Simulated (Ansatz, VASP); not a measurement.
# ZnS (Sphalerite) in two plane-wave programs, part 2 of 2

Wanted: the spread between two codes on one cell, functional and k mesh. The cell is taken from a series of VASP runs on this material, whose earlier steps may have relaxed, scaled or displaced it; both programs get it as it stands.

VASP 6.6.1 and Ansatz 0.2.0.

So far. Step 4 (Comparison): The walks stopped with 0.00 GPa left in Ansatz and 0.00 GPa in VASP; each walk ends within a tolerance, so the volume difference is uncertain by about these residues over the bulk modulus, most in soft cells.

## Step 5: Ansatz: zone-centre phonons, LDA

Level of this step: Ansatz beside VASP: Kohn-Sham DFT, plane waves, LDA (Ansatz).

Second derivatives magnify differences that forces hide, and they need a tight electronic threshold. The cell compared in this pair holds 38.38 Å³, against 37.26 Å³ for the pair before.

The cell is taken from a series of VASP runs on this material, whose earlier steps may have relaxed, scaled or displaced it; both programs get it as it stands.

The input, input.yaml:

```yaml
crystal:
  lattice:
    - [0.0, 2.677216949, 2.677216949]
    - [2.677216949, 0.0, 2.677216949]
    - [2.677216949, 2.677216949, 0.0]
  atoms:
    - { symbol: Zn, position: [0.0, 0.0, 0.0] }
    - { symbol: S, position: [0.75, 0.75, 0.75] }
hamiltonian:
  xc: lda
  pseudopotentials: { kind: paw }
kpoints:
  mp_grid: { grid: [14, 14, 14] }
scf:
  occupations: { method: fixed }
phonons:
  method: dfpt
  qpoints: [[0, 0, 0]]
  dielectric: true
  rigid_motions: translations
```

Command:

```sh
$ ansatz run input.yaml --threads 4 --pin off --max-ram 9216MiB --backend cpu --events-out ev --progress --plain --runs-dir out
```

Numbers of over 12 decimals in the logs are rounded to 6 here.

Output:

```text
[...]
Crystal: 2 atoms, lattice volume = 38.378 Å³
Basis set: ecut = 420 eV, 749 PW (Γ), exchange–correlation on 54×54×54 points (8 copies of the dense FFT grid, shifted against one another)
Bands: 13, of which v1, the nominal top of the filled ones, is band 9 counted from 1 (8 counted from 0)
Symmetry: 24 space group operations
k-points: 428 of 2744 (irreducible under 4 space group operations, time reversal used)
[...]
334.73      1             4.0709
  optical modes at Γ + LO–TO along q̂ = [0.0000, 0.0000, 1.0000]:
      ω (cm⁻¹)  modes    IR ((D/Å)²/amu)
        274.89      2             8.1418
        334.73      1             4.0709
--- Phonons (arbitrary-q DFPT): 1 explicit q-point ---
  q = [0, 0, 0] (of the zone-centre solve; hermiticity 3.08e-7, symmetrization 7.17e-14): -0.00 0.00 0.00 274.89 274.89 274.89
  sum rule: each row above includes the acoustic sum rule's correction from the zone centre's row sums; it moved no ω² by more than (0.66 cm⁻¹)²
[key lines of the parts left out:]
SCF converged after 8 iterations
Free energy (F): -4117.429108 eV
Fermi energy:    5.871468 eV
```

Wall time 36 s (4 threads of AMD EPYC 7B13 (Zen 3), shared host); peak memory 1.1 GiB; 2.1 min of CPU time.

## Step 6: VASP: zone-centre phonons, LDA

The same cell, functional (in two slightly different forms) and mesh now go to VASP, with its own data sets and cutoff.

The input, INCAR:

```
SYSTEM = ZnS
PREC = Accurate
ENCUT = 500
EDIFF = 1E-08
NELM = 100
ISMEAR = 0
SIGMA = 0.03
LREAL = .FALSE.
ALGO = Normal
GGA = CA
NBANDS = 15
LORBIT = 11
LWAVE = .FALSE.
LCHARG = .FALSE.
KPAR = 4
IBRION = 8
LEPSILON = .TRUE.
LPEAD = .TRUE.
ISIF = 2
```

The input, POSCAR:

```
ZnS
1.0
    0.0000000000      2.6772169490      2.6772169490
    2.6772169490      0.0000000000      2.6772169490
    2.6772169490      2.6772169490      0.0000000000
Zn S
1 1
Direct
    0.0000000000      0.0000000000      0.0000000000
    0.7500000000      0.7500000000      0.7500000000
```

The input, KPOINTS:

```
Automatic mesh
0
Gamma
14 14 14
0 0 0
```

Potentials, in the order of the species: Zn and S (LDA family, release 64).

Command:

```sh
$ mpirun -np 4 vasp_std
```

Output:

```text
[... set-up lines as in an earlier step ...]
 entering main loop
       N       E                     dE             d eps       ncg     rms          rms(c)
DAV:   1     0.863212515192E+02    0.86321E+02   -0.89532E+03  3120   0.143E+03
DAV:   2    -0.292680825308E+01   -0.89248E+02   -0.84146E+02  3477   0.265E+02
DAV:   3    -0.856672813830E+01   -0.56399E+01   -0.56146E+01  3918   0.666E+01
DAV:   4    -0.862959484203E+01   -0.62867E-01   -0.62852E-01  3785   0.729E+00
[...]
DAV:  12    -0.819957952848E+01   -0.11094E-06   -0.93085E-07  3764   0.720E-03    0.164E-03
DAV:  13    -0.819957951179E+01    0.16688E-07   -0.40568E-08  4625   0.328E-03    0.452E-04
DAV:  14    -0.819957951246E+01   -0.66871E-09   -0.70443E-09  2253   0.675E-04
   1 F= -.81995795E+01 E0= -.81995795E+01  d E =-.234863E-16
 Linear response reoptimize wavefunctions to high precision
DAV:   1    -0.819957951259E+01   -0.13347E-09   -0.85779E-10  2652   0.246E-04
DAV:   2    -0.819957951263E+01   -0.35243E-10   -0.93540E-11  1924   0.829E-05
 Linear response to external field (no local field effect), progress :
[...]
RMM:  10    -0.210159714661E+00   -0.15701E-08    0.65627E-11 25944   0.272E-05    0.133E-06
 first order change of Fermi-energy  -0.37436E-04
 force on displaced ion       1 direction 1 :  -6.071  -0.000  -0.000
 Born effective charge ion    1 direction 1 :   1.954   0.000   0.000
 Linear response progress:
  Degree of freedom:   2/  2
       N       E                     dE             d eps       ncg     rms          rms(c)
RMM:   1    -0.105334938868E+00   -0.10533E+00    0.50384E-02 32047   0.225E+00
RMM:   2    -0.103096892823E+00    0.22380E-02   -0.48104E-03 20686   0.658E-01    0.168E-01
RMM:   3    -0.103459768157E+00   -0.36288E-03   -0.32795E-04 22373   0.146E-01    0.831E-02
RMM:   4    -0.103832244586E+00   -0.37248E-03   -0.55825E-05 22670   0.526E-02    0.161E-02
[...]
RMM:  12    -0.103834030342E+00    0.50045E-07    0.22092E-09 20188   0.152E-05    0.294E-07
RMM:  13    -0.103834053688E+00   -0.23346E-07    0.79476E-10 12806   0.123E-05    0.219E-07
RMM:  14    -0.103834057079E+00   -0.33911E-08    0.63412E-09  9165   0.116E-05    0.374E-08
 first order change of Fermi-energy   0.23245E-03
 force on displaced ion       2 direction 1 :  -6.036   0.000   0.000
 Born effective charge ion    2 direction 1 :  -1.954   0.000   0.000
 Born effective charges drift removed
 Linear response finished
```

From OUTCAR (step 6):

```text
  Total       -0.5749390     -0.5749390     -0.5749390     -0.0000000      0.0000000      0.0000000
  in kB      -24.0022334    -24.0022334    -24.0022334     -0.0000000      0.0000000      0.0000000
  external PRESSURE =     -24.0022334 kB  Pullay stress =       0.0000000 kB

 POSITION                                       TOTAL-FORCE (eV/Angst)
 -----------------------------------------------------------------------------------
      0.00000      0.00000      0.00000         0.000000      0.000000      0.000000
      4.01583      4.01583      4.01583        -0.000000     -0.000000     -0.000000
 -----------------------------------------------------------------------------------
    total drift:                               -0.000001     -0.000001     -0.000001

 MACROSCOPIC STATIC DIELECTRIC TENSOR (including local field effects in DFT)
 ------------------------------------------------------
           6.134597    -0.000000    -0.000000
          -0.000000     6.134597    -0.000000
           0.000000     0.000000     6.134597
 ------------------------------------------------------

 MACROSCOPIC STATIC DIELECTRIC TENSOR IONIC CONTRIBUTION
 ------------------------------------------------------
           2.973711     0.000000     0.000000
           0.000000     2.973711    -0.000000
           0.000000    -0.000000     2.973711
 ------------------------------------------------------

[... 2 further parts left out ...]
```

Energies printed during the response cycles are not total energies of the cell.

## Step 7: Side by side

Compared:

| quantity | Ansatz | VASP | difference |
| --- | --- | --- | --- |
| ε∞ xx | 6.20 | 6.13 | +1.11 % |
| ε∞ yy | 6.20 | 6.13 | +1.11 % |
| ε∞ zz | 6.20 | 6.13 | +1.11 % |
| Born charge of Zn1 (mean of the diagonal) (e) | 1.95 | 1.95 | -0.01 |
| Born charge of S2 (mean of the diagonal) (e) | -1.95 | -1.95 | +0.01 |
| optical mode 1 to 3 (cm⁻¹) | 274.9 | 276.5 | -0.57 % |

Modes are paired by rising frequency and degeneracy, not by their patterns, so a pair may still set unlike modes beside each other.

## Step 8: Outcome

| Item | Value |
| --- | --- |
| difference in volume (relaxation of cell and atoms, LDA) | -0.29 % |
| r.m.s. difference of the optical zone-centre modes, each program's sorted by frequency (zone-centre phonons, LDA) | 1.6 cm⁻¹ |
| difference in ε∞ xx (zone-centre phonons, LDA) | +1.1 % |

What this shows: The difference in volume is -0.29 % (relaxation of cell and atoms, LDA), within the 1.2 % picked in this series as the mark of a large difference, as far as the stopping tolerances let one tell. Among the rows given in per cent, the largest difference of the zone-centre phonons, LDA pair is in ε∞ xx, +1.1 %; the dielectric tensor converges slowly with the mesh, which Ansatz refines and VASP takes as typed. Such differences can come from data sets, numerical settings and the points named under the comparisons, not from the functional's error against experiment.

[Lines on the potential files, build, host, timing and source positions are cut from VASP's logs without a mark.]

[Logs are printed without paths, hosts, clocks, repeated set-up lines and the standing remarks that a program may print on its own settings, such as how far it seeks lower states.]

[Hosts, paths, dates, database ids (printed as entryN), source tags and the programs' standing remarks are cut or masked in the printed files.]
